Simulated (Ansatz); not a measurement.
Input and command of a calculation in Ansatz (plane waves; scalar-relativistic PAW potentials unless the input names others):

```yaml
crystal:
  lattice:
    - [5.0995156104, 0.0, 0.0]
    - [0.0, -5.0995156104, 0.0]
    - [0.0, 0.0, -5.0995156104]
  atoms:
    - { symbol: Ni, position: [0.5, 0.5, 1.0], spin: 0.93 }
    - { symbol: Ni, position: [0.0, 0.0, 1.0], spin: 0.93 }
    - { symbol: Ni, position: [0.0, 0.5, 0.5], spin: 0.93 }
    - { symbol: Ni, position: [0.5, 0.0, 0.5], spin: 0.93 }
    - { symbol: Ni, position: [0.25, 0.25, 0.25], spin: 0.93 }
    - { symbol: Ni, position: [0.75, 0.75, 0.25], spin: 0.93 }
    - { symbol: Ni, position: [0.75, 0.25, 0.75], spin: 0.93 }
    - { symbol: Ni, position: [0.25, 0.75, 0.75], spin: 0.93 }
basis:
  ecutwfc: "350 eV"
kpoints:
  mp_grid: { grid: [6, 6, 6] }
hamiltonian:
  xc: pbe
scf:
  occupations: { method: gaussian, width: 0.1 }
output:
  forces: true
  eigenvalues: true
  stress: true
magnetization:
  spin_polarized: true
relax:
  adjacent_minimum: "off"
  f_tol: 0.015
  max_steps: 60
  cell: { stress_tol: 0.15 }
```

```bash
ansatz run input.yaml --threads 1 --pin off --max-ram 2560MiB --backend cpu --events-out ev --progress --plain --runs-dir out
```

Abridged log:
```
Warning: basis.ecutwfc = 350 eV is below the records' recommended 420 eV, and the density's cutoff is lower with it unless basis.ecutrho_ratio is high enough to keep the records' density cutoff: compare with a run at a higher cutoff
The last accepted step is kept in <dir> (removed where the run ends without a failure and the disk answers)
Pseudopotentials: kind: paw
Pseudopotential: Ni, paw, valence charge 18, recommended cutoff 420 eV (normal)
Functional definition: PBE
Crystal: 8 atoms, lattice volume = 132.613 Å³
Basis set: ecut = 350 eV, 1935 PW (Γ), exchange–correlation on 64×64×64 points (8 copies of the dense FFT grid, shifted against one another)
Bands: 91, of which v1, the nominal top of the filled ones, is band 72 counted from 1 (71 counted from 0)
Symmetry: 192 space group operations
Space group: Fd-3m (ITA 227), of the structure as read, at distance tolerance 5.1e-5 Å
Magnetic group: BNS 227.128 (UNI 1630), of the structure as read, at distance tolerance 5.1e-5 Å
k-points: 20 of 216
Initial density: superposition of atomic densities (chi_scale 0.1, normalization cell)
Starting moments: Σ|m| = 7.44 μB on 8 of 8 sites
Initial wavefunctions: pseudopotential atomic-orbital guess
Functional: x = pbe(κ = 0.804, μ = 0.21951497), c = pbe(β = 0.06672455)
SCF iter   1: F=—  HF=-46698.892512 eV  |F-HF|=—  |Δ(HF+E_count)|=         —  Δρ=2.74e-2 (↑2.43e-2 ↓2.74e-2) dr2=6.62e-1  dr2_m=5.88e-1  M=7.620 μB ∫|m|=7.957 μB  β_m=0.30  ethr=4.55e-4  ⟨swp⟩=1.4  Hψ=16114  notcnv=0
Mixer restart at iter 1: flushing history
spin=Collinear: Kerker preconditioning applied to the charge; magnetization (m = ρ↑ − ρ↓) channel mixes plain (no charge-response kernel on spin).
SCF iter   2: F=—  HF=-46701.661816 eV  |F-HF|=—  |Δ(HF+E_count)|=    2.77e0  Δρ=2.88e-2 (↑2.88e-2 ↓1.27e-2) dr2=1.38e0  dr2_m=2.27e-1  M=7.386 μB ∫|m|=7.826 μB  β_m=0.65  ethr=4.55e-4  ⟨swp⟩=1.6  Hψ=3750  notcnv=0
SCF iter   3: F=—  HF=-46706.100523 eV  |F-HF|=—  |Δ(HF+E_count)|=    4.44e0  Δρ=1.91e-2 (↑1.91e-2 ↓1.68e-2) dr2=1.62e0  dr2_m=1.16e-2  M=7.024 μB ∫|m|=7.648 μB  β_m=0.82  ethr=4.55e-4  ⟨swp⟩=2.0  Hψ=5920  notcnv=0
SCF iter   4: F=—  HF=-46708.241435 eV  |F-HF|=—  |Δ(HF+E_count)|=    2.14e0  Δρ=2.40e-2 (↑1.30e-2 ↓2.40e-2) dr2=1.45e0  dr2_m=4.16e-2  M=6.397 μB ∫|m|=7.252 μB  β_m=0.85  ethr=4.55e-4  ⟨swp⟩=2.0  Hψ=5843  notcnv=0  defer=376
SCF iter   5: F=—  HF=-46708.018639 eV  |F-HF|=—  |Δ(HF+E_count)|=   2.23e-1  Δρ=2.68e-3 (↑2.01e-3 ↓2.68e-3) dr2=2.95e-2  dr2_m=1.27e-3  M=6.407 μB ∫|m|=7.212 μB  β_m=0.93  ethr=4.55e-4  ⟨swp⟩=2.0  Hψ=5602  notcnv=0  defer=394
SCF iter   6: F=—  HF=-46708.006138 eV  |F-HF|=—  |Δ(HF+E_count)|=         —  Δρ=3.95e-3 (↑1.83e-3 ↓3.95e-3) dr2=2.40e-2  dr2_m=1.73e-3  M=6.418 μB ∫|m|=7.234 μB  β_m=0.93  ethr=2.05e-5  ⟨swp⟩=2.0  Hψ=5780  notcnv=0  defer=400
Mixer restart at iter 6: flushing history
SCF iter   7: F=—  HF=-46708.031117 eV  |F-HF|=—  |Δ(HF+E_count)|=   2.50e-2  Δρ=3.79e-3 (↑3.05e-3 ↓3.79e-3) dr2=2.88e-2  dr2_m=2.11e-4  M=6.375 μB ∫|m|=7.199 μB  β_m=0.59  ethr=1.67e-5  ⟨swp⟩=2.0  Hψ=6619  notcnv=0  defer=393
SCF iter   8: F=—  HF=-46708.016786 eV  |F-HF|=—  |Δ(HF+E_count)|=   1.43e-2  Δρ=1.53e-3 (↑3.78e-4 ↓1.53e-3) dr2=2.33e-3  dr2_m=7.48e-4  M=6.446 μB ∫|m|=7.257 μB  β_m=0.67  ethr=1.67e-5  ⟨swp⟩=2.5  Hψ=6079  notcnv=0  defer=393
   ...
SCF iter   1: F=—  HF=-46708.019073 eV  |F-HF|=—  |Δ(HF+E_count)|=         —  Δρ=3.16e-5 (↑8.41e-6 ↓3.16e-5) dr2=1.20e-6  dr2_m=2.69e-7  M=6.462 μB ∫|m|=7.275 μB  β_m=0.65  ethr=6.71e-8  ⟨swp⟩=3.0  Hψ=22059  notcnv=0
spin=Collinear: Kerker preconditioning applied to the charge; magnetization (m = ρ↑ − ρ↓) channel mixes plain (no charge-response kernel on spin).
SCF iter   2: F=—  HF=-46708.019072 eV  |F-HF|=—  |Δ(HF+E_count)|=   1.72e-6  Δρ=3.22e-5 (↑1.72e-5 ↓3.22e-5) dr2=1.96e-6  dr2_m=7.64e-8  M=6.462 μB ∫|m|=7.275 μB  β_m=0.65  ethr=8.30e-10  ⟨swp⟩=2.0  Hψ=6428  notcnv=0
SCF iter   3: F=—  HF=-46708.019072 eV  |F-HF|=—  |Δ(HF+E_count)|=   8.39e-8  Δρ=3.27e-5 (↑2.28e-5 ↓3.27e-5) dr2=2.02e-6  dr2_m=3.66e-8  M=6.461 μB ∫|m|=7.274 μB  β_m=0.49  ethr=8.30e-10  ⟨swp⟩=2.1  Hψ=6455  notcnv=0
SCF iter   4: F=—  HF=-46708.019071 eV  |F-HF|=—  |Δ(HF+E_count)|=   6.98e-7  Δρ=5.74e-6 (↑1.20e-6 ↓5.74e-6) dr2=2.17e-8  dr2_m=1.02e-8  M=6.461 μB ∫|m|=7.274 μB  β_m=0.74  ethr=8.30e-10  ⟨swp⟩=2.5  Hψ=6624  notcnv=0
SCF iter   5: F=—  HF=-46708.019071 eV  |F-HF|=—  |Δ(HF+E_count)|=   1.42e-7  Δρ=5.76e-6 (↑1.25e-6 ↓5.76e-6) dr2=2.19e-8  dr2_m=1.39e-8  M=6.461 μB ∫|m|=7.274 μB  β_m=0.87  ethr=1.51e-11  ⟨swp⟩=2.1  Hψ=5659  notcnv=0
SCF iter   6: F=—  HF=-46708.019071 eV  |F-HF|=—  |Δ(HF+E_count)|=   1.05e-7  Δρ=1.61e-6 (↑2.73e-7 ↓1.61e-6) dr2=2.86e-9  dr2_m=7.36e-10  M=6.461 μB ∫|m|=7.274 μB  β_m=0.94  ethr=1.51e-11  ⟨swp⟩=2.1  Hψ=6073  notcnv=0
SCF iter   7: F=—  HF=-46708.019071 eV  |F-HF|=—  |Δ(HF+E_count)|=   1.07e-9  Δρ=4.84e-7 (↑1.22e-7 ↓4.84e-7) dr2=1.60e-10  dr2_m=9.20e-11  M=6.461 μB ∫|m|=7.274 μB  β_m=0.97  ethr=1.98e-12  ⟨swp⟩=2.3  Hψ=5931  notcnv=0
SCF iter   8: F=-46708.019071 eV  HF=-46708.019071 eV  |F-HF|=2.84e-10  |Δ(HF+E_count)|=  7.28e-10  Δρ=5.32e-7 (↑1.18e-7 ↓5.32e-7) dr2=3.55e-10  dr2_m=6.21e-11  M=6.461 μB ∫|m|=7.274 μB  ethr=1.00e-12  ⟨swp⟩=2.1  Hψ=11209  notcnv=0
SCF 5 converged in 8 iterations: F = -46708.019071 eV  dr2 = 3.55e-10
SCF converged after 8 iterations
Magnetization: 6.4607 μB (75.2303 up, 68.7697 down)
Absolute magnetization: 7.2793 μB (∫|ρ↑−ρ↓|, with the PAW one-centre terms)
Spin contamination: 0.0892 ħ² per cell (⟨S²⟩ above its minimum at these occupations)
Per-site moments (μB) at R_I (Å): [(0.84782973, 0.91167957), (0.84782973, 0.91167957), (0.84782973, 0.91167957), (0.84782973, 0.91167957), (0.84782973, 0.91167957), (0.84782973, 0.91167957), (0.84782973, 0.91167957), (0.84782973, 0.91167957)]
Free energy (F): -46708.019071 eV
Harris-Foulkes:  -46708.019071 eV  (|F-HF|=2.84e-10)
Internal energy: -46707.947721 eV  (E = F + TS)
E sigma→0 (E₀):  -46707.983396 eV
Entropy (-TS):   -0.071350 eV (-8.919 meV/atom)
Fermi energy:    10.417901 eV
--- Forces (eV/Å), atoms counted from 1 ---
  atom   1  Ni     0.00000000     0.00000000     0.00000000
  atom   2  Ni     0.00000000     0.00000000     0.00000000
  atom   3  Ni     0.00000000     0.00000000     0.00000000
  atom   4  Ni     0.00000000     0.00000000     0.00000000
  atom   5  Ni     0.00000000     0.00000000     0.00000000
  atom   6  Ni     0.00000000     0.00000000     0.00000000
  atom   7  Ni     0.00000000     0.00000000     0.00000000
  atom   8  Ni     0.00000000     0.00000000     0.00000000
--- Stress (GPa, compression-positive) ---
        0.040921       0.000000       0.000000
        0.000000       0.040921       0.000000
        0.000000       0.000000       0.040921
  P = ⅓ Tr σ = 0.0409 GPa (0.409 kbar)
--- Relaxed structure (3 steps of the walk, 3 accepted, 2 SCFs on fresh bases) ---
  F+E_penalty+E_count = -46708.01907122 eV   max|allowed force component| = 8.583e-18 eV/Å   (the final SCF, on the basis selected at the relaxed cell)
  cell:  # Å, volume = 132.9698 Å³
    - [5.10408190, 0.0, 0.0]
    - [0.0, -5.10408190, 0.0]
    - [0.0, 0.0, -5.10408190]
  atoms:
    - { symbol: Ni, position: [0.5, 0.5, 1.0] }
    - { symbol: Ni, position: [0.0, 0.0, 1.0] }
    - { symbol: Ni, position: [0.0, 0.5, 0.5] }
    - { symbol: Ni, position: [0.5, 0.0, 0.5] }
    - { symbol: Ni, position: [0.25, 0.25, 0.25] }
    - { symbol: Ni, position: [0.75, 0.75, 0.25] }
    - { symbol: Ni, position: [0.75, 0.25, 0.75] }
    - { symbol: Ni, position: [0.25, 0.75, 0.75] }
```

Apart from outputs and empty bands, the input differs from a reference run on usual settings in basis.ecutwfc: 420 → "350 eV". The reference, at the same start, ended its own course with a relaxed volume of 16.58 Å³/atom, pressure 0.09 GPa, largest force 0.000 eV/Å, no gap on the mesh. This run converged in 43 SCF iterations over all its steps (reference: 19) with an energy at zero smearing 18.26 meV/atom above the reference's, a relaxed volume of 16.62 Å³/atom, pressure 0.04 GPa, largest force 0.000 eV/Å, no gap on the mesh. Its cutoff is looser than usual, and the result moved.

Time: 2.6 min on 1 thread of Intel(R) Xeon(R) Platinum 8375C CPU @ 2.90GHz (Ice Lake) (shared host), peak memory 0.65 GiB.